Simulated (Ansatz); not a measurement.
# Residual resistivity of an alloy: Al(111) with 4 layers of random Al-Li, 2x2

Aim: the residual resistivity of a random alloy, from Al(111) with 4 layers of random Al-Li, 2x2 and longer regions.

Program: Ansatz 0.2.0. Level of theory: Ansatz plane-wave DFT, PBE, PAW files; ballistic transport by layer matching (Landauer), zero bias; PAW set soft_1. Results are calculated unless marked as measured.

**1. Starting point**

The cell holds 40 atoms: 36 Al and 4 Li. Cell: a = 5.725 Å, b = 5.725 Å, c = 23.429 Å, α = 93.5°, β = 86.5°, γ = 120.0°. It derives from Al. Regions: lead, 24 atoms (24 Al); scattering region, 16 atoms (4 Li and 12 Al). The structure is stacked along c, and the current runs across the ab planes.

**2. With 4 alloy layers**

In 4 layers a share of 0.25 of the sites is given to Li at random. The layers about the cell's end stay perfect and serve as the lead. Disorder leaves little or no symmetry, which makes such runs dear. Energies from -0.05 to 0.05 eV in steps of 0.05 eV are too few for the program's thermal sum, so it prints no conductance; for a metal the transmission near the Fermi level serves, at a fraction of the cost.

The input, input.yaml:

```yaml
crystal:
  lattice:
    - [5.7246940741, 0.0, 0.0]
    - [-2.862347037, 4.957730497, 0.0]
    - [1.4311735185, -0.8262884162, 23.3709656917]
  atoms:
    - { symbol: Al, position: [0.9916666667, 0.0083333333, 0.05] }
    - { symbol: Al, position: [0.9916666667, 0.5083333333, 0.05] }
    - { symbol: Al, position: [0.4916666667, 0.0083333333, 0.05] }
    - { symbol: Al, position: [0.4916666667, 0.5083333333, 0.05] }
    - { symbol: Al, position: [0.1416666667, 0.3583333333, 0.15] }
    - { symbol: Al, position: [0.1416666667, 0.8583333333, 0.15] }
    - { symbol: Al, position: [0.6416666667, 0.3583333333, 0.15] }
    - { symbol: Al, position: [0.6416666667, 0.8583333333, 0.15] }
    - { symbol: Al, position: [0.2916666667, 0.2083333333, 0.25] }
    - { symbol: Al, position: [0.2916666667, 0.7083333333, 0.25] }
    - { symbol: Al, position: [0.7916666667, 0.2083333333, 0.25] }
    - { symbol: Al, position: [0.7916666667, 0.7083333333, 0.25] }
    - { symbol: Li, position: [0.9416666667, 0.0583333333, 0.35] }
    - { symbol: Al, position: [0.9416666667, 0.5583333333, 0.35] }
    - { symbol: Al, position: [0.4416666667, 0.0583333333, 0.35] }
    - { symbol: Al, position: [0.4416666667, 0.5583333333, 0.35] }
    - { symbol: Al, position: [0.0916666667, 0.4083333333, 0.45] }
    - { symbol: Al, position: [0.0916666667, 0.9083333333, 0.45] }
    - { symbol: Li, position: [0.5916666667, 0.4083333333, 0.45] }
    - { symbol: Al, position: [0.5916666667, 0.9083333333, 0.45] }
    - { symbol: Al, position: [0.2416666667, 0.2583333333, 0.55] }
    - { symbol: Al, position: [0.2416666667, 0.7583333333, 0.55] }
    - { symbol: Al, position: [0.7416666667, 0.2583333333, 0.55] }
    - { symbol: Al, position: [0.7416666667, 0.7583333333, 0.55] }
    - { symbol: Li, position: [0.8916666667, 0.1083333333, 0.65] }
    - { symbol: Al, position: [0.8916666667, 0.6083333333, 0.65] }
    - { symbol: Al, position: [0.3916666667, 0.1083333333, 0.65] }
    - { symbol: Li, position: [0.3916666667, 0.6083333333, 0.65] }
    - { symbol: Al, position: [0.0416666667, 0.4583333333, 0.75] }
    - { symbol: Al, position: [0.0416666667, 0.9583333333, 0.75] }
    - { symbol: Al, position: [0.5416666667, 0.4583333333, 0.75] }
    - { symbol: Al, position: [0.5416666667, 0.9583333333, 0.75] }
    - { symbol: Al, position: [0.1916666667, 0.3083333333, 0.85] }
    - { symbol: Al, position: [0.1916666667, 0.8083333333, 0.85] }
    - { symbol: Al, position: [0.6916666667, 0.3083333333, 0.85] }
    - { symbol: Al, position: [0.6916666667, 0.8083333333, 0.85] }
    - { symbol: Al, position: [0.8416666667, 0.1583333333, 0.95] }
    - { symbol: Al, position: [0.8416666667, 0.6583333333, 0.95] }
    - { symbol: Al, position: [0.3416666667, 0.1583333333, 0.95] }
    - { symbol: Al, position: [0.3416666667, 0.6583333333, 0.95] }
kpoints:
  mp_grid: { grid: [5, 5, 1] }
hamiltonian:
  xc: pbe
  pseudopotentials: { kind: paw, azcp: { folder: soft_1 } }
scf:
  occupations: { method: fermi_dirac, width: 0.1 }
output:
  transmission:
    leads: [[0, 4]]
    kmesh: [10, 10]
    e_range: [-0.05, 0.05]
    de: 0.05
  write_potential: true
  write_density: true
  volumetric_format: npy
```

Launch:

```sh
$ ansatz run input.yaml --threads 4 --pin off --max-ram 15360MiB --backend cpu --events-out ev --progress --plain --runs-dir out
```

Numbers of over 12 decimals in the logs are rounded to 6 here.

The program printed:

```text
Engine: ansatz 0.2.0, aarch64-unknown-linux-gnu
Pseudopotentials: kind: paw
Pseudopotential: Al, paw, valence charge 3, recommended cutoff 420 eV (normal), soft_1/Al.paw.azcp
Pseudopotential: Li, paw, valence charge 3, recommended cutoff 420 eV (normal), soft_1/Li.paw.azcp
Functional definition: PBE
  parameter kappa = 0.804
  parameter beta = 0.066725
  exchange = pbe_x(kappa = kappa, mu = beta*pi^2/3)
  correlation = pbe_c(beta = beta)
Crystal: 40 atoms, lattice volume = 663.303 Å³
Basis set: ecut = 420 eV, 13043 PW (Γ)
Bands: 100, of which v1, the nominal top of the filled ones, is band 60 counted from 1 (59 counted from 0)
Symmetry: 2 space group operations
Space group: Cm (ITA 8), of the structure as read, at distance tolerance 8.7e-5 Å
k-points: 9 of 25 (time reversal used)
Non-local potential: Al, projectors of the file, l = 0: 2, l = 1: 2, l = 2: 1
Non-local potential: Li, projectors of the file, l = 0: 3, l = 1: 2, l = 2: 1
PAW form: soft (Blöchl's): semilocal exchange-correlation on the pseudo side does not see the compensation charge
PAW one-centre angular grid: Al, 110 points (default); XC on 64 Gauss nodes
PAW one-centre angular grid: Li, 110 points (default); XC on 96 Gauss nodes
Initial density: superposition of atomic densities (chi_scale 0.1, normalization cell, long waves 34 % of neutral atoms (reshape's long-wave potential 1.34 eV rms, cloud 2.49 Å wide))
Initial wavefunctions: pseudopotential atomic-orbital guess
Functional: x = pbe(κ = 0.804, μ = 0.219515), c = pbe(β = 0.066725)
SCF iter   1: F=—  HF=-20180.011530 eV  |F-HF|=—  |Δ(HF+E_count)|=         —  Δρ=3.17e-2  dr2=4.46e2  ethr=3.10e-3  ⟨swp⟩=7.8  Hψ=4861  notcnv=0  defer=36
preconditioner: auto → Kerker (q_TF=auto, 2.052 Å⁻¹)  [metal: Δε(μ)=0.023 eV  Ē_g=6.610 eV  σ=0.100 eV  W_gap=0.06  n_scr=86 (ndim 8)  ℏωp=15.3 eV  f_vac=0.000  D(μ)=15.62/eV (n_scr^D=86)]
SCF iter   2: F=—  HF=-20173.508774 eV  |F-HF|=—  |Δ(HF+E_count)|=    6.50e0  Δρ=1.86e-2  dr2=1.18e2  ethr=3.10e-3  ⟨swp⟩=3.0  Hψ=1273  notcnv=0  defer=90
SCF iter   3: F=—  HF=-20170.398208 eV  |F-HF|=—  |Δ(HF+E_count)|=    3.11e0  Δρ=3.54e-3  dr2=1.36e0  ethr=3.10e-3  ⟨swp⟩=4.1  Hψ=1954  notcnv=0  defer=84
SCF iter   4: F=—  HF=-20170.320704 eV  |F-HF|=—  |Δ(HF+E_count)|=   7.75e-2  Δρ=7.48e-4  dr2=7.49e-2  ethr=1.13e-3  ⟨swp⟩=1.8  Hψ=905  notcnv=0  defer=84
SCF iter   5: F=—  HF=-20170.318849 eV  |F-HF|=—  |Δ(HF+E_count)|=   1.85e-3  Δρ=1.72e-4  dr2=1.39e-3  ethr=6.24e-5  ⟨swp⟩=1.4  Hψ=875  notcnv=0  defer=82
SCF iter   6: F=—  HF=-20170.318777 eV  |F-HF|=—  |Δ(HF+E_count)|=   7.18e-5  Δρ=3.64e-5  dr2=3.26e-5  ethr=1.16e-6  ⟨swp⟩=1.8  Hψ=893  notcnv=0  defer=81
SCF iter   7: F=—  HF=-20170.318797 eV  |F-HF|=—  |Δ(HF+E_count)|=   1.98e-5  Δρ=6.55e-6  dr2=2.94e-6  ethr=2.71e-8  ⟨swp⟩=2.0  Hψ=1077  notcnv=0  defer=81
SCF iter   8: F=—  HF=-20170.318797 eV  |F-HF|=—  |Δ(HF+E_count)|=   1.27e-7  Δρ=1.31e-6  dr2=4.33e-7  ethr=2.45e-9  ⟨swp⟩=1.2  Hψ=821  notcnv=0  defer=81
SCF iter   9: F=-20170.318797 eV  HF=-20170.318797 eV  |F-HF|=3.20e-8  |Δ(HF+E_count)|=   8.92e-9  Δρ=3.65e-7  dr2=3.25e-8  ethr=8.33e-11  ⟨swp⟩=15.2  Hψ=4135  notcnv=0
SCF 1 converged in 9 iterations: F = -20170.318797 eV  dr2 = 3.25e-8
  greatest PAW one-centre occupation: 1.000 electrons in one spin orbital (limit 2), on the Li atom at site 27 (counted from 0), in its partial waves of l = 0
transmission: 96 of 899 steps passed
transmission: 183 of 899 steps passed
[...]
transmission: 899 of 899 steps passed
SCF converged after 9 iterations
Free energy (F): -20170.318797 eV
Harris-Foulkes:  -20170.318797 eV  (|F-HF|=3.20e-8)
Internal energy: -20169.815386 eV  (E = F + TS)
E sigma→0 (E₀):  -20170.067091 eV
Entropy (-TS):   -0.503411 eV (-12.585 meV/atom)
Fermi energy:    7.256269 eV
--- Per-component energies (eV) ---
  E_band       = 23.812184
  E_kinetic    = 864.895088
  E_local      = -161.594550  (includes V_loc(G=0)·N_el)
  E_nonlocal   = 283.311316
  E_hartree    = 160.851030
  E_xc         = -1386.360392
  E_vxc        = -1088.188874  (∫ρ·V_xc dr)
  E_paw        = -16995.207863  (= ΣΔE_a)
  E_vpaw       = -196.313539  (= ΣTr[D̂ρ^β])
  E_aug_tail   = 0.000951  (compensation charges beyond the density's cutoff)
  E_ewald      = -2935.710966
  E_smearing   = -0.503411  (= −TS)
  E_closure    = -0.000000  (closes the sum)
  Σ components = -20170.318797   (vs F -20170.318797, Δ=0.00e0)
--- Band table (eV; the first three rows and the last of 9) ---
  k-point 0: bands = [... 56 lower, 5.8803, 5.9125, 5.9528, 6.3263, 6.3504, 6.4337, 6.5852, 6.6859, ... 36 higher]
  k-point 1: bands = [... 56 lower, 6.1478, 6.2511, 6.3789, 6.5996, 6.6608, 6.8060, 6.8293, 7.1519, ... 36 higher]
  k-point 2: bands = [... 56 lower, 7.2015, 7.3145, 7.3950, 7.4440, 7.4954, 7.6405, 7.6777, 7.7495, ... 36 higher]
  k-point 8: bands = [... 56 lower, 7.2400, 7.3077, 7.3805, 7.4017, 7.4884, 7.6308, 7.6422, 7.6779, ... 36 higher]
--- Transmission ---
  basis      : 253 plane waves across, 29 finite elements along
  points     : 31, standing for a mesh of 10 x 10
  energies   : 3 from -0.050000 to 0.050000 eV about the Fermi level, 0.050000 eV apart; the leads are filled to 0.000000 eV, and channels, transmission and decay are at 0.000000 eV
  crystal 0  : Al4, at the sites [0, 4], period 2.3371 Å, over 14.02 Å; its Hamiltonian steps by up to 15.3 meV
    offset         : up to 0.0000 Å between an atom of the period and one for which it stands
    channels       : 5.530000e0 a spin
    conductance    : none, the energies end too early or step too widely for 300 K: set another output.transmission.e_range or a lower de, or, where they end at an eighth of basis.ecutwfc, a higher one
  junction   : crystal 0 to crystal 0, 0.70 to 21.73 Å
    transmission   : 3.206388e0 a spin
    conductance    : none, the energies end too early or step too widely for 300 K: set another output.transmission.e_range or a lower de, or, where they end at an eighth of basis.ecutwfc, a higher one
```

Elapsed: 3.4 min, on 4 threads of Arm Neoverse V2, shared host; peak memory 1.6 GiB.

The column dr2 measures how far the density is from self-consistency, as an energy; F and HF (Harris–Foulkes) agree once it is small.

This step gave:

- free energy: -20170.3188 eV
- energy at zero smearing: -20170.0671 eV
- Fermi energy: 7.256 eV
- cell area: 28.38 Å²
- transmission per spin nearest the Fermi level: 3.206
- open channels per spin nearest the Fermi level: 5.53
- step of the lead's potential: 15.3 meV

Per spin. The transmission, zone mean by energy, zero at the Fermi level:

```tsv
energy (eV)	transmission, zone mean
-0.0500	3.08
0.0000	3.21
0.0500	3.26
```

Per spin. Open channels, zone mean, lead against energy, zero at the Fermi level:

```tsv
energy (eV)	open channels, zone mean, lead
-0.0500	5.15
0.0000	5.53
0.0500	5.59
```

Transmission over k1 and k2. At 0.0000 eV from the Fermi level.

Ten even steps from '0' (2.09) to '9' (4.18):
```
5865686302
2629806120
0599678413
5686755866
2807595708
5668557686
0314876995
2021608926
5203686568
3520525025
```
Columns: k1 (b1) from -0.5 to 0.4; rows upwards: k2 (b2) from -0.5 to 0.4.

Open channels over k1 and k2. At 0.0000 eV from the Fermi level.

Ten even steps from '0' (3.00) to '9' (7.00):
```
5779775020
2759957222
2999999920
5799779975
2759797957
5579977997
2029999999
2222759957
5020577977
2522525225
```
Columns: k1 (b1) from -0.5 to 0.4; rows upwards: k2 (b2) from -0.5 to 0.4.

Over the solved energies the transmission per spin lies between 3.08 and 3.26, out of 5.42 channels of the lead on average (up to 5.59).

**3. With 8 alloy layers**

In 8 layers a share of 0.25 of the sites is given to Li at random. A fresh draw is used; the growth of the resistance with length is what counts.

System of this step: Al(111) with 8 layers of random Al-Li, 2x2. The cell holds 56 atoms: 48 Al and 8 Li. Its edges and angles: a = 5.725 Å, b = 5.725 Å, c = 32.761 Å, α = 87.5°, β = 92.5°, γ = 120.0°. It derives from Al. Regions: lead, 24 atoms (24 Al); scattering region, 32 atoms (24 Al and 8 Li). The structure is stacked along c, and the current runs across the ab planes.

The input, input.yaml:

```yaml
crystal:
  lattice:
    - [5.7246940741, 0.0, 0.0]
    - [-2.862347037, 4.957730497, 0.0]
    - [-1.4311735185, 0.8262884162, 32.7193519684]
  atoms:
    - { symbol: Al, position: [0.005952381, 0.994047619, 0.0357142857] }
    - { symbol: Al, position: [0.005952381, 0.494047619, 0.0357142857] }
    - { symbol: Al, position: [0.505952381, 0.994047619, 0.0357142857] }
    - { symbol: Al, position: [0.505952381, 0.494047619, 0.0357142857] }
    - { symbol: Al, position: [0.1845238095, 0.3154761905, 0.1071428571] }
    - { symbol: Al, position: [0.1845238095, 0.8154761905, 0.1071428571] }
    - { symbol: Al, position: [0.6845238095, 0.3154761905, 0.1071428571] }
    - { symbol: Al, position: [0.6845238095, 0.8154761905, 0.1071428571] }
    - { symbol: Al, position: [0.3630952381, 0.1369047619, 0.1785714286] }
    - { symbol: Al, position: [0.3630952381, 0.6369047619, 0.1785714286] }
    - { symbol: Al, position: [0.8630952381, 0.1369047619, 0.1785714286] }
    - { symbol: Al, position: [0.8630952381, 0.6369047619, 0.1785714286] }
    - { symbol: Al, position: [0.0416666667, 0.9583333333, 0.25] }
    - { symbol: Al, position: [0.0416666667, 0.4583333333, 0.25] }
    - { symbol: Al, position: [0.5416666667, 0.9583333333, 0.25] }
    - { symbol: Al, position: [0.5416666667, 0.4583333333, 0.25] }
    - { symbol: Al, position: [0.2202380952, 0.2797619048, 0.3214285714] }
    - { symbol: Al, position: [0.2202380952, 0.7797619048, 0.3214285714] }
    - { symbol: Al, position: [0.7202380952, 0.2797619048, 0.3214285714] }
    - { symbol: Al, position: [0.7202380952, 0.7797619048, 0.3214285714] }
    - { symbol: Al, position: [0.3988095238, 0.1011904762, 0.3928571429] }
    - { symbol: Li, position: [0.3988095238, 0.6011904762, 0.3928571429] }
    - { symbol: Al, position: [0.8988095238, 0.1011904762, 0.3928571429] }
    - { symbol: Al, position: [0.8988095238, 0.6011904762, 0.3928571429] }
    - { symbol: Li, position: [0.0773809524, 0.9226190476, 0.4642857143] }
    - { symbol: Al, position: [0.0773809524, 0.4226190476, 0.4642857143] }
    - { symbol: Al, position: [0.5773809524, 0.9226190476, 0.4642857143] }
    - { symbol: Li, position: [0.5773809524, 0.4226190476, 0.4642857143] }
    - { symbol: Li, position: [0.255952381, 0.244047619, 0.5357142857] }
    - { symbol: Al, position: [0.255952381, 0.744047619, 0.5357142857] }
    - { symbol: Al, position: [0.755952381, 0.244047619, 0.5357142857] }
    - { symbol: Al, position: [0.755952381, 0.744047619, 0.5357142857] }
    - { symbol: Al, position: [0.4345238095, 0.0654761905, 0.6071428571] }
    - { symbol: Al, position: [0.4345238095, 0.5654761905, 0.6071428571] }
    - { symbol: Al, position: [0.9345238095, 0.0654761905, 0.6071428571] }
    - { symbol: Al, position: [0.9345238095, 0.5654761905, 0.6071428571] }
    - { symbol: Al, position: [0.1130952381, 0.8869047619, 0.6785714286] }
    - { symbol: Li, position: [0.1130952381, 0.3869047619, 0.6785714286] }
    - { symbol: Al, position: [0.6130952381, 0.8869047619, 0.6785714286] }
    - { symbol: Al, position: [0.6130952381, 0.3869047619, 0.6785714286] }
    - { symbol: Li, position: [0.2916666667, 0.2083333333, 0.75] }
    - { symbol: Al, position: [0.2916666667, 0.7083333333, 0.75] }
    - { symbol: Li, position: [0.7916666667, 0.2083333333, 0.75] }
    - { symbol: Li, position: [0.7916666667, 0.7083333333, 0.75] }
    - { symbol: Al, position: [0.4702380952, 0.0297619048, 0.8214285714] }
    - { symbol: Al, position: [0.4702380952, 0.5297619048, 0.8214285714] }
    - { symbol: Al, position: [0.9702380952, 0.0297619048, 0.8214285714] }
    - { symbol: Al, position: [0.9702380952, 0.5297619048, 0.8214285714] }
    - { symbol: Al, position: [0.1488095238, 0.8511904762, 0.8928571429] }
    - { symbol: Al, position: [0.1488095238, 0.3511904762, 0.8928571429] }
    - { symbol: Al, position: [0.6488095238, 0.8511904762, 0.8928571429] }
    - { symbol: Al, position: [0.6488095238, 0.3511904762, 0.8928571429] }
    - { symbol: Al, position: [0.3273809524, 0.1726190476, 0.9642857143] }
    - { symbol: Al, position: [0.3273809524, 0.6726190476, 0.9642857143] }
    - { symbol: Al, position: [0.8273809524, 0.1726190476, 0.9642857143] }
    - { symbol: Al, position: [0.8273809524, 0.6726190476, 0.9642857143] }
kpoints:
  mp_grid: { grid: [5, 5, 1] }
hamiltonian:
  xc: pbe
  pseudopotentials: { kind: paw, azcp: { folder: soft_1 } }
scf:
  occupations: { method: fermi_dirac, width: 0.1 }
output:
  transmission:
    leads: [[0, 4]]
    kmesh: [10, 10]
    e_range: [-0.05, 0.05]
    de: 0.05
  write_potential: true
  write_density: true
  volumetric_format: npy
```

The program printed:

```text
[...]
Crystal: 56 atoms, lattice volume = 928.624 Å³
Basis set: ecut = 420 eV, 18271 PW (Γ)
Bands: 140, of which v1, the nominal top of the filled ones, is band 84 counted from 1 (83 counted from 0)
Symmetry: 1 space group operations
[...]
k-points: 13 of 25 (time reversal used)
[...]
SCF iter   1: F=—  HF=-27443.391726 eV  |F-HF|=—  |Δ(HF+E_count)|=         —  Δρ=2.23e-2  dr2=6.36e1  ethr=3.10e-3  ⟨swp⟩=7.7  Hψ=9441  notcnv=0  defer=112
[...]
SCF iter   9: F=-27439.934943 eV  HF=-27439.934943 eV  |F-HF|=1.24e-9  |Δ(HF+E_count)|=   4.58e-9  Δρ=2.13e-7  dr2=1.82e-9  ethr=5.95e-11  ⟨swp⟩=2.0  Hψ=2543  notcnv=0
SCF 1 converged in 9 iterations: F = -27439.934943 eV  dr2 = 1.82e-9
[...]
transmission: 222 of 2132 steps passed
transmission: 432 of 2132 steps passed
[...]
transmission: 2132 of 2132 steps passed
SCF converged after 9 iterations
Free energy (F): -27439.934943 eV
[...]
Internal energy: -27439.205834 eV  (E = F + TS)
E sigma→0 (E₀):  -27439.570389 eV
Entropy (-TS):   -0.729109 eV (-13.020 meV/atom)
Fermi energy:    6.986595 eV
[...]
--- Band table (eV; the first three rows and the last of 13) ---
  k-point 0: bands = [... 80 lower, 5.6745, 5.7751, 5.8697, 5.9138, 5.9483, 6.1683, 6.1793, 6.4022, ... 52 higher]
  k-point 1: bands = [... 80 lower, 6.0414, 6.1313, 6.2007, 6.3065, 6.3934, 6.5378, 6.6423, 6.7072, ... 52 higher]
  k-point 2: bands = [... 80 lower, 7.0245, 7.0830, 7.1225, 7.1848, 7.2236, 7.2771, 7.3386, 7.4197, ... 52 higher]
  k-point 12: bands = [... 80 lower, 6.6358, 6.7207, 6.8553, 6.9769, 7.0908, 7.1295, 7.1735, 7.2381, ... 52 higher]
--- Transmission ---
  basis      : 253 plane waves across, 41 finite elements along
  points     : 52, standing for a mesh of 10 x 10
[...]
channels       : 5.530000e0 a spin
[...]
junction   : crystal 0 to crystal 0, 3.04 to 33.42 Å
    transmission   : 2.429862e0 a spin
[...]
```

The job ended after 8.2 min (4 threads; peak memory 3.1 GiB; 27 min of CPU time).

Numbers from this step:

- free energy: -27439.9349 eV
- energy at zero smearing: -27439.5704 eV
- Fermi energy: 6.987 eV
- transmission per spin nearest the Fermi level: 2.430
- step of the lead's potential: 15.1 meV

Per spin. Table of transmission, zone mean by energy, zero at the Fermi level:

```tsv
energy (eV)	transmission, zone mean
-0.0500	2.38
0.0000	2.43
0.0500	2.46
```

Over the solved energies the transmission per spin lies between 2.38 and 2.46, out of 5.47 channels of the lead on average (up to 5.59).

(Continued in part 2 of 2.)

[Logs are printed without paths, hosts, clocks, repeated set-up lines and the standing remarks that a program may print on its own settings, such as how far it seeks lower states.]

[Hosts, paths, dates, database ids (printed as entryN), source tags and the programs' standing remarks are cut or masked in the printed files.]
